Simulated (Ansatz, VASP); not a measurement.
# BAs in two plane-wave programs

Aim: how closely do two programs agree when they are given the same cell, functional and k mesh?

Calculated with Ansatz 0.2.0; plane waves, with VASP 6.6.1 beside it; band structure at LDA, band structure at PBE and dielectric response at LDA.

## (1) The structure

It takes space group F-43m (No. 216, cubic). The conventional cell has a = 4.777 Å, b = 4.777 Å, c = 4.777 Å, α = 90.00°, β = 90.00°, γ = 90.00°. Nearest to As lie 4 B at 2.07 Å. Nearest to B lie 4 As at 2.07 Å. Farther neighbours are not listed.

Structure file:

```cif
data_structure
_symmetry_space_group_name_H-M 'F-43m'
_symmetry_Int_Tables_number 216
_cell_length_a 4.7770
_cell_length_b 4.7770
_cell_length_c 4.7770
_cell_angle_alpha 90.000
_cell_angle_beta 90.000
_cell_angle_gamma 90.000
_cell_volume 109.01
loop_
_atom_site_label
_atom_site_type_symbol
_atom_site_symmetry_multiplicity
_atom_site_Wyckoff_symbol
_atom_site_fract_x
_atom_site_fract_y
_atom_site_fract_z
_atom_site_occupancy
As1 As 4 c 0.25000 0.25000 0.25000 1
B1 B 4 a 0.00000 0.00000 0.00000 1
```

## (2) VASP: band structure, LDA

The same path points are solved in both programs, so levels can be compared one by one.

Lines of VASP's logs that name or quote its potential files are left out, and so is its time.

INCAR reads:

```
SYSTEM = BAs
PREC = Accurate
ENCUT = 370
EDIFF = 1E-06
NELM = 100
ISMEAR = 0
SIGMA = 0.03
LREAL = .FALSE.
ALGO = Normal
GGA = CA
NBANDS = 16
LORBIT = 11
LWAVE = .FALSE.
LCHARG = .FALSE.
KPAR = 4
```

POSCAR reads:

```
BAs
1.0
    0.0000000000      2.3885000000      2.3885000000
    2.3885000000      0.0000000000      2.3885000000
    2.3885000000      2.3885000000      0.0000000000
As B
1 1
Direct
    0.7500000000      0.7500000000      0.7500000000
    0.0000000000      0.0000000000      0.0000000000
```

KPOINTS reads:

```
Automatic mesh
0
Gamma
8 8 8
0 0 0
```

KPOINTS_OPT reads:

```
Line mode
10
Line-mode
Reciprocal
  0.00000000   0.00000000   0.00000000 GAMMA
  0.50000000   0.00000000   0.50000000 X

  0.50000000   0.00000000   0.50000000 X
  0.50000000   0.25000000   0.75000000 W

  0.50000000   0.25000000   0.75000000 W
  0.37500000   0.37500000   0.75000000 K

  0.37500000   0.37500000   0.75000000 K
  0.00000000   0.00000000   0.00000000 GAMMA

  0.00000000   0.00000000   0.00000000 GAMMA
  0.50000000   0.50000000   0.50000000 L

  0.50000000   0.50000000   0.50000000 L
  0.62500000   0.25000000   0.62500000 U

  0.62500000   0.25000000   0.62500000 U
  0.50000000   0.25000000   0.75000000 W

  0.50000000   0.25000000   0.75000000 W
  0.50000000   0.50000000   0.50000000 L

  0.50000000   0.50000000   0.50000000 L
  0.37500000   0.37500000   0.75000000 K

  0.62500000   0.25000000   0.62500000 U
  0.50000000   0.00000000   0.50000000 X
```

The projector-augmented-wave data sets are As and B (LDA family, release 64).

Command:

```bash
$ mpirun -np 4 vasp_std
```

Numbers of over 12 decimals in the logs are rounded to 6 here.

Log:

```text
[banner, memory and clock lines left out]
running    4 mpi-ranks, on    1 nodes
 distrk:  each k-point on    1 cores,    4 groups
 distr:  one band on    1 cores,    1 groups

 POSCAR found type information on POSCAR AsB
 POSCAR found :  2 types and       2 ions
 LDA part: xc-table for (Slater(with rela. corr.)+CA(PZ))
 , standard interpolation
 POSCAR, INCAR and KPOINTS ok, starting setup
 FFT: planning ... GRIDC
 FFT: planning ... GRID_SOFT
 FFT: planning ... GRID
 WAVECAR not read
 entering main loop
       N       E                     dE             d eps       ncg     rms          rms(c)
DAV:   1     0.524925777913E+01    0.52493E+01   -0.28124E+03   936   0.330E+02
DAV:   2    -0.132191546151E+02   -0.18468E+02   -0.17729E+02  1304   0.751E+01
DAV:   3    -0.136400456262E+02   -0.42089E+00   -0.42050E+00  1072   0.948E+00
DAV:   4    -0.136407202956E+02   -0.67467E-03   -0.67466E-03  1224   0.462E-01
DAV:   5    -0.136407212284E+02   -0.93275E-06   -0.93274E-06  1080   0.164E-02    0.502E+00
DAV:   6    -0.130110758292E+02    0.62965E+00   -0.15168E+00  1128   0.353E+00    0.231E+00
DAV:   7    -0.129305717525E+02    0.80504E-01   -0.16162E-01  1176   0.148E+00    0.923E-01
DAV:   8    -0.129175886230E+02    0.12983E-01   -0.17349E-02  1152   0.552E-01    0.954E-02
DAV:   9    -0.129176543898E+02   -0.65767E-04   -0.84166E-04  1008   0.131E-01    0.506E-02
DAV:  10    -0.129176492339E+02    0.51559E-05   -0.63899E-05  1152   0.330E-02    0.765E-03
DAV:  11    -0.129176492644E+02   -0.30498E-07   -0.85866E-07  1096   0.476E-03
   1 F= -.12917649E+02 E0= -.12917649E+02  d E =-.614914E-25
 Start KPOINTS_OPT (optional k-point list driver)
k-point batch [1-29\100]
       N       E                     dE             ncg
DAV:   1     0.453240274536E+03   -0.66718E+04      928
DAV:   2    -0.113550026541E+03   -0.56679E+03     1256
DAV:   3    -0.127094568671E+03   -0.13545E+02     1112
DAV:   4    -0.127115758860E+03   -0.21190E-01     1248
DAV:   5    -0.127115787668E+03   -0.28808E-04     1104
DAV:   6    -0.127115787727E+03   -0.59022E-07     1048
[...]
k-point batch [88-100\100]
       N       E                     dE             ncg
DAV:   1     0.436600439318E+04   -0.37707E+04      416
DAV:   2     0.411863301830E+04   -0.24737E+03      552
DAV:   3     0.411345165570E+04   -0.51814E+01      512
DAV:   4     0.411344309748E+04   -0.85582E-02      528
DAV:   5     0.411344308366E+04   -0.13813E-04      528
DAV:   6     0.411344308363E+04   -0.35659E-07      472
```

From OUTCAR (step 2):

```text
ion  position               nearest neighbor table
   1  0.750  0.750  0.750-   2 2.07   2 2.07   2 2.07   2 2.07
   2  0.000  0.000  0.000-   1 2.07   1 2.07   1 2.07   1 2.07

  LATTYP: Found a face centered cubic cell.
 ALAT       =     4.7770000000

 Subroutine GETGRP returns: Found 24 space group operations
 (whereof 24 operations were pure point group operations)

The static configuration has the point symmetry T_d .

 Found     29 irreducible k-points:

   k-points           NKPTS =     29   k-points in BZ     NKDIM =     29   number of bands    NBANDS=     16

   dimension x,y,z NGX =    24 NGY =   24 NGZ =   24
   dimension x,y,z NGXF=    48 NGYF=   48 NGZF=   48

   ENCUT  =  370.0 eV  27.19 Ry    5.21 a.u.   5.30  5.30  5.30*2*pi/ulx,y,z

   NELECT =       8.0000    total number of electrons

 k-points in reciprocal lattice and weights: Automatic mesh
   0.00000000  0.00000000  0.00000000       0.002
   0.12500000  0.00000000  0.00000000       0.016
   0.25000000  0.00000000  0.00000000       0.016
   0.37500000  0.00000000  0.00000000       0.016
   0.50000000  0.00000000  0.00000000       0.008
   0.12500000  0.12500000  0.00000000       0.012
   0.25000000  0.12500000  0.00000000       0.047
   0.37500000  0.12500000  0.00000000       0.047
   0.50000000  0.12500000  0.00000000       0.047
[...]
-0.37500000  0.50000000  0.12500000       0.023
  -0.25000000  0.50000000  0.25000000       0.012

 average (electrostatic) potential at core
       1 -51.9945       2 -31.9506

 E-fermi :   6.3674

 k-point     1 :       0.0000    0.0000    0.0000
  band No.  band energies     occupation
      1      -9.2192      2.00000
      2       6.1578      2.00000
      3       6.1578      2.00000
      4       6.1578      2.00000
      5       9.4066      0.00000
      6       9.4066      0.00000
      7       9.4066      0.00000
      8      10.8504      0.00000
      9      15.5134      0.00000
    ...

 k-point     2 :       0.1250    0.0000    0.0000
  band No.  band energies     occupation
      1      -8.9640      2.00000
      2       4.2027      2.00000
      3       5.7200      2.00000
      4       5.7200      2.00000
      5       9.5203      0.00000
      6       9.9813      0.00000
      7       9.9813      0.00000
      8      12.0995      0.00000
      9      16.4610      0.00000
    ...

 k-point     3 :       0.2500    0.0000    0.0000
  band No.  band energies     occupation
      1      -8.2212      2.00000
      2       1.2365      2.00000
      3       5.0112      2.00000
      4       5.0112      2.00000
      5       9.2061      0.00000
      6      10.7761      0.00000
      7      10.7761      0.00000
      8      13.9649      0.00000
      9      17.2589      0.00000
    ...

  Total       -0.5353380     -0.5353380     -0.5353380      0.0000000      0.0000000      0.0000000
  in kB      -31.4726220    -31.4726220    -31.4726220      0.0000000      0.0000000      0.0000000
  external PRESSURE =     -31.4726220 kB  Pullay stress =       0.0000000 kB

  energy-cutoff  :      370.00
  volume of cell :       27.25
      direct lattice vectors                 reciprocal lattice vectors
     0.000000000  2.388500000  2.388500000    -0.209336404  0.209336404  0.209336404
     2.388500000  0.000000000  2.388500000     0.209336404 -0.209336404  0.209336404
     2.388500000  2.388500000  0.000000000     0.209336404  0.209336404 -0.209336404

 POSITION                                       TOTAL-FORCE (eV/Angst)
 -----------------------------------------------------------------------------------
      3.58275      3.58275      3.58275        -0.000000     -0.000000     -0.000000
      0.00000      0.00000      0.00000         0.000000      0.000000      0.000000
 -----------------------------------------------------------------------------------
    total drift:                               -0.000000     -0.000000     -0.000000

  FREE ENERGIE OF THE ION-ELECTRON SYSTEM (eV)
  ---------------------------------------------------
  free  energy   TOTEN  =       -12.9176492644 eV

  energy  without entropy=      -12.9176492644  energy(sigma->0) =      -12.91764926

 total charge
# of ion       s       p       d       tot
------------------------------------------
    1        1.179   1.675   0.086   2.940
    2        0.651   1.182   0.000   1.833
--------------------------------------------------
tot          1.830   2.856   0.086   4.773

[... 3 further parts left out ...]
```

The run ends at a pressure of -3.15 GPa.

## (3) Ansatz: band structure, LDA

Ansatz runs on its default PAW (the set named soft_2) files.

The same cell, functional (in two slightly different forms), mesh and smearing now go to Ansatz, which takes its cutoff from its data sets.

input.yaml reads:

```yaml
crystal:
  lattice:
    - [0.0, 2.3885, 2.3885]
    - [2.3885, 0.0, 2.3885]
    - [2.3885, 2.3885, 0.0]
  atoms:
    - { symbol: As, position: [0.75, 0.75, 0.75] }
    - { symbol: B, position: [0.0, 0.0, 0.0] }
hamiltonian:
  xc: lda
  pseudopotentials: { kind: paw }
kpoints:
  mp_grid: { grid: [8, 8, 8] }
  band_path:
    path:
      - [0.0, 0.0, 0.0]
      - [0.16667, 0.0, 0.16667]
      - [0.33333, 0.0, 0.33333]
      - [0.38889, 0.0, 0.38889]
      - [0.5, 0.0, 0.5]
      - [0.5, 0.08333, 0.58333]
      - [0.5, 0.19444, 0.69444]
      - [0.5, 0.25, 0.75]
      - [0.45833, 0.29167, 0.75]
      - [0.40278, 0.34722, 0.75]
      - [0.375, 0.375, 0.75]
      - [0.20833, 0.20833, 0.41667]
      - [0.08333, 0.08333, 0.16667]
      - [0.0, 0.0, 0.0]
      - [0.22222, 0.22222, 0.22222]
      - [0.38889, 0.38889, 0.38889]
      - [0.51389, 0.47222, 0.51389]
      - [0.55556, 0.38889, 0.55556]
      - [0.61111, 0.27778, 0.61111]
      - [0.61111, 0.25, 0.63889]
      - [0.56944, 0.25, 0.68056]
      - [0.51389, 0.25, 0.73611]
      - [0.5, 0.27778, 0.72222]
      - [0.5, 0.38889, 0.61111]
      - [0.5, 0.47222, 0.52778]
      - [0.48611, 0.48611, 0.52778]
      - [0.43056, 0.43056, 0.63889]
      - [0.38889, 0.38889, 0.72222]
      - [0.59722, 0.19444, 0.59722]
      - [0.55556, 0.11111, 0.55556]
      - [0.5, 0.0, 0.5]
    npoints: 1
scf:
  occupations: { method: gaussian, width: 0.03 }
  n_extra_bands: 7
output:
  forces: true
  stress: true
  eigenvalues: true
  write_density: true
  write_potential: true
  elf: true
  volumetric_format: npy
```

Command:

```bash
$ ansatz run input.yaml --threads 2 --pin off --max-ram 4608MiB --backend cpu --events-out ev --progress --plain --runs-dir out
```

Log:

```text
scf.n_extra_bands = 7 over 9 filled bands (N_el = 18.0): the run solves 16 bands
Engine: ansatz 0.2.0, aarch64-unknown-linux-gnu
Pseudopotentials: kind: paw
Pseudopotential: As, paw, valence charge 15, recommended cutoff 420 eV (normal), As.paw.azcp
Pseudopotential: B, paw, valence charge 3, recommended cutoff 420 eV (normal), B.paw.azcp
Functional definition: SPW92
  exchange = slater_x
  correlation = pw_c
Crystal: 2 atoms, lattice volume = 27.252 Å³
Basis set: ecut = 420 eV, 531 PW (Γ)
Bands: 16, of which v1, the nominal top of the filled ones, is band 9 counted from 1 (8 counted from 0)
Symmetry: 24 space group operations
Space group: F-43m (ITA 216), of the structure as read, at distance tolerance 3.0e-5 Å
k-points: 29 of 512 (time reversal used)
Non-local potential: As, projectors of the file, l = 0: 2, l = 1: 2, l = 2: 3, l = 3: 1
Non-local potential: B, projectors of the file, l = 0: 2, l = 1: 2, l = 2: 1
PAW form: soft (Blöchl's): semilocal exchange-correlation on the pseudo side does not see the compensation charge
PAW frozen core: As, regenerated for the run's functional, and the local potential with it (the file was generated under x = pbe(κ = 0.804, μ = 0.219515), c = pbe(β = 0.066725))
PAW frozen core: B, regenerated for the run's functional, and the local potential with it (the file was generated under x = pbe(κ = 0.804, μ = 0.219515), c = pbe(β = 0.066725))
PAW one-centre angular grid: As, 590 points (default); XC on 64 Gauss nodes
PAW one-centre angular grid: B, 110 points (default); XC on 64 Gauss nodes
Initial density: superposition of atomic densities (neutral atoms: chi_scale 0, normalization atom), corrected by the library's trained network
Initial wavefunctions: pseudopotential atomic-orbital guess
Functional: x = slater, c = lda
SCF iter   1: F=—  HF=-4923.521702 eV  |F-HF|=—  |Δ(HF+E_count)|=         —  Δρ=7.18e-3  dr2=1.43e-2  ethr=1.77e-3  ⟨swp⟩=5.7  Hψ=2536  notcnv=0
preconditioner: auto → none  [insulator: Δε(μ)=1.139 eV  Ē_g=15.558 eV  σ=0.030 eV  W_gap=1.00  n_scr=8 (ndim 8)  ℏωp=20.1 eV  f_vac=0.001  D(μ)=0.00/eV (n_scr^D=0)  ε∞_Penn≈2.7]
SCF iter   2: F=—  HF=-4923.517384 eV  |F-HF|=—  |Δ(HF+E_count)|=   4.32e-3  Δρ=2.19e-3  dr2=8.19e-4  ethr=7.96e-5  ⟨swp⟩=2.0  Hψ=828  notcnv=0  defer=71
SCF iter   3: F=—  HF=-4923.517009 eV  |F-HF|=—  |Δ(HF+E_count)|=   3.75e-4  Δρ=1.07e-3  dr2=1.28e-4  ethr=4.55e-6  ⟨swp⟩=2.0  Hψ=776  notcnv=0  defer=71
SCF iter   4: F=—  HF=-4923.516984 eV  |F-HF|=—  |Δ(HF+E_count)|=   2.50e-5  Δρ=3.49e-4  dr2=1.28e-5  ethr=7.10e-7  ⟨swp⟩=1.0  Hψ=393  notcnv=0  defer=71
SCF iter   5: F=—  HF=-4923.516982 eV  |F-HF|=—  |Δ(HF+E_count)|=   2.29e-6  Δρ=4.80e-5  dr2=2.73e-7  ethr=7.13e-8  ⟨swp⟩=2.0  Hψ=640  notcnv=0  defer=71
SCF iter   6: F=-4923.516982 eV  HF=-4923.516982 eV  |F-HF|=1.69e-10  |Δ(HF+E_count)|=   4.58e-9  Δρ=3.60e-6  dr2=1.44e-9  ethr=5.56e-10  ⟨swp⟩=10.2  Hψ=2505  notcnv=0
SCF 1 converged in 6 iterations: F = -4923.516982 eV  dr2 = 1.44e-9
  greatest PAW one-centre occupation: 0.999 electrons in one spin orbital (limit 2), on the As atom at site 0 (counted from 0), in its partial waves of l = 2
NSCF: frozen V_eff on 31 k-points
SCF converged after 6 iterations
Free energy (F): -4923.516982 eV
Harris-Foulkes:  -4923.516982 eV  (|F-HF|=1.69e-10)
Internal energy: -4923.516982 eV  (E = F + TS)
E sigma→0 (E₀):  -4923.516982 eV
Fermi energy:    11.413105 eV
--- Per-component energies (eV) ---
  E_band       = -216.225778
  E_kinetic    = 152.620855
  E_local      = -1703.062415  (includes V_loc(G=0)·N_el)
  E_nonlocal   = -651.995900
  E_hartree    = 941.459715
  E_xc         = -111.065601
  E_vxc        = -117.900402  (∫ρ·V_xc dr)
  E_paw        = -1827.819711  (= ΣΔE_a)
  E_vpaw       = 221.191928  (= ΣTr[D̂ρ^β])
  E_aug_tail   = 0.000008  (compensation charges beyond the density's cutoff)
  E_ewald      = -1725.774997
  E_core_change = 2.121064  (= ΣΔE_core)
  E_smearing   = -0.000000  (= −TS)
  E_closure    = 0.000000  (closes the sum)
  Σ components = -4923.516982   (vs F -4923.516982, Δ=0.00e0)
--- Forces (eV/Å), atoms counted from 1 ---
  atom   1  As     0.00000000     0.00000000     0.00000000
  atom   2  B     -0.00000000     0.00000000    -0.00000000
  max |Σ_I F_I| component: 5.92e-16 eV/Å
--- Stress (GPa, compression-positive) ---
       -3.928186       0.000000      -0.000000
        0.000000      -3.928186       0.000000
       -0.000000       0.000000      -3.928186
  P = ⅓ Tr σ = -3.9282 GPa (-39.282 kbar)
--- Band table (eV; the first three rows and the last of 29) ---
  k-point 0: bands = [... 5 lower, -4.5503, 10.8415, 10.8415, 10.8415, 14.0943, 14.0943, 14.0943, 15.4883, ... 3 higher]
  k-point 1: bands = [... 5 lower, -4.2952, 8.8845, 10.4044, 10.4044, 14.1948, 14.6690, 14.6690, 16.7611, ... 3 higher]
  k-point 2: bands = [... 5 lower, -3.5532, 5.9213, 9.6964, 9.6964, 13.8744, 15.4668, 15.4668, 18.6497, ... 3 higher]
  k-point 28: bands = [... 5 lower, -0.2758, 2.9177, 5.3445, 5.6415, 16.0407, 16.6952, 17.5480, 17.8900, ... 3 higher]
```

The job ended after 1.5 s (2 threads of Arm Neoverse V2, shared host; peak memory 0.28 GiB).

Reading the cycles: dr2 is the Hartree energy of the density residual (eV), the measure of convergence; HF is the Harris–Foulkes estimate of the energy, which meets the free energy F at convergence.

## (4) Side by side

Known differences besides the potentials themselves: the two LDA forms differ slightly; the data sets hold 18 valence electrons in Ansatz (default PAW (the set named soft_2) files) and 8 in VASP; the cutoff is 420 eV in Ansatz and 370 eV in VASP; VASP's log shows a relativistic correction to its local exchange, Ansatz's none. Total energies have different zeros and are not compared.

Compared:

```
                                        quantity  Ansatz   VASP  difference
                                  pressure (GPa)   -3.93  -3.15       -0.78
pressure without Ansatz's Pulay correction (GPa)   -4.04  -3.15       -0.89
                   gap over the path points (eV)   1.132  1.125      +0.007
```

Levels at points of the path, from each program's valence-band top (eV; 3 filled, then empty):

```
k (reciprocal lattice)                             Ansatz                               VASP
     0.000 0.000 0.000      0.00 0.00 0.00 3.25 3.25 3.25      0.00 0.00 0.00 3.25 3.25 3.25
     0.167 0.000 0.167   -2.27 -1.71 -1.71 2.20 5.60 5.60   -2.26 -1.71 -1.71 2.20 5.59 5.59
     0.333 0.000 0.333   -5.89 -3.45 -3.45 1.23 3.08 9.07   -5.89 -3.46 -3.46 1.22 3.07 9.05
     0.389 0.000 0.389  -7.04 -3.79 -3.79 1.13 2.33 10.12  -7.04 -3.80 -3.80 1.12 2.32 10.10
     0.500 0.000 0.500  -8.41 -4.07 -4.07 1.34 1.43 11.25  -8.43 -4.08 -4.08 1.34 1.41 11.23
     0.500 0.083 0.583  -8.31 -4.46 -4.41 2.09 2.13 10.49  -8.33 -4.46 -4.42 2.09 2.11 10.46
     0.500 0.194 0.694   -8.00 -5.33 -5.09 4.37 4.63 7.93   -8.01 -5.35 -5.10 4.35 4.63 7.92
     0.500 0.250 0.750   -7.92 -5.50 -5.20 5.20 5.85 6.71   -7.94 -5.51 -5.21 5.17 5.86 6.69
     0.458 0.292 0.750   -7.95 -5.70 -4.71 4.10 5.62 7.45   -7.96 -5.71 -4.72 4.08 5.62 7.44
     0.403 0.347 0.750   -8.02 -5.93 -3.68 2.29 5.50 8.79   -8.03 -5.94 -3.69 2.28 5.49 8.78
```

Among the levels compared at these points, filled levels agree within 14 meV and empty ones within 27 meV. Ansatz's pressure holds a Pulay correction of 0.11 GPa; VASP's holds none.

## (5) Ansatz: band structure, PBE

The same path points are solved in both programs, so levels can be compared one by one.

The cell is taken from a series of VASP runs on this material, whose earlier steps may have relaxed, scaled or displaced it; both programs get it as it stands.

Changes to input.yaml since step 3:

```diff
@@ -9,3 +9,3 @@
 hamiltonian:
-  xc: lda
+  xc: pbe
   pseudopotentials: { kind: paw }
@@ -54,5 +54 @@
   eigenvalues: true
-  write_density: true
-  write_potential: true
-  elf: true
-  volumetric_format: npy
```

Log:

```text
[...]
Crystal: 2 atoms, lattice volume = 27.252 Å³
Basis set: ecut = 420 eV, 531 PW (Γ), exchange–correlation on 48×48×48 points (8 copies of the dense FFT grid, shifted against one another)
Bands: 16, of which v1, the nominal top of the filled ones, is band 9 counted from 1 (8 counted from 0)
Symmetry: 24 space group operations
[...]
k-points: 29 of 512 (time reversal used)
[...]
k-point 0: bands = [... 5 lower, -4.2770, 11.1267, 11.1267, 11.1267, 14.4073, 14.4073, 14.4073, 15.8003, ... 3 higher]
  k-point 1: bands = [... 5 lower, -4.0209, 9.1629, 10.6890, 10.6890, 14.5218, 14.9846, 14.9846, 17.0810, ... 3 higher]
  k-point 2: bands = [... 5 lower, -3.2753, 6.1921, 9.9790, 9.9790, 14.1913, 15.7861, 15.7861, 19.0311, ... 3 higher]
  k-point 28: bands = [... 5 lower, 0.0640, 3.0745, 5.6456, 5.9402, 16.3925, 17.0683, 17.9428, 18.1740, ... 3 higher]
[key lines of the parts left out:]
SCF converged after 6 iterations
Free energy (F): -5012.098095 eV
Fermi energy:    11.725050 eV
P = ⅓ Tr σ = 2.7700 GPa (27.700 kbar)
```

The job ended after 0.99 s (2 threads; peak memory 0.28 GiB).

(Part 1 of 2 ends here.)

[Lines on the potential files, build, host, timing and source positions are cut from VASP's logs without a mark.]

[Logs are printed without paths, hosts, clocks, repeated set-up lines and the standing remarks that a program may print on its own settings, such as how far it seeks lower states.]

[Hosts, paths, dates, database ids (printed as entryN), source tags and the programs' standing remarks are cut or masked in the printed files.]
